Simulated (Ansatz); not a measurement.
GeO2:
```xyz
6
Lattice="4.4279 0.0000 0.0000 0.0000 4.4279 0.0000 0.0000 0.0000 2.8843" Properties=species:S:1:pos:R:3 pbc="T T T"
Ge     0.0000     0.0000     0.0000
Ge     2.2140     2.2140     1.4421
O      1.3563     1.3563     0.0000
O      0.8577     3.5703     1.4421
O      3.0716     3.0716     0.0000
O      3.5703     0.8577     1.4421
```

DFT-PBEsol in the program Ansatz with PAW potentials gives a gap of 1.57 eV without spin–orbit coupling, maximum at Γ, minimum at Γ.

Question: What happens when spin–orbit coupling is switched on?

Answer: The gap is nearly the same, to 1.57 eV; maximum at Γ, minimum at Γ.

Question: Give the electron effective mass with spin–orbit coupling.

Answer: 0.20, 0.24, 0.24 mₑ (principal values).

Question: Give the hole effective mass with spin–orbit coupling.

Answer: 1.1, 1.1, 1.8 mₑ (principal values).

Space group P4_2/mnm (rutile). The cell was relaxed with PBEsol under the symmetry of its start; of distortions, only those at the zone centre were tested.

Potentials: the later of the program's two PAW sets.
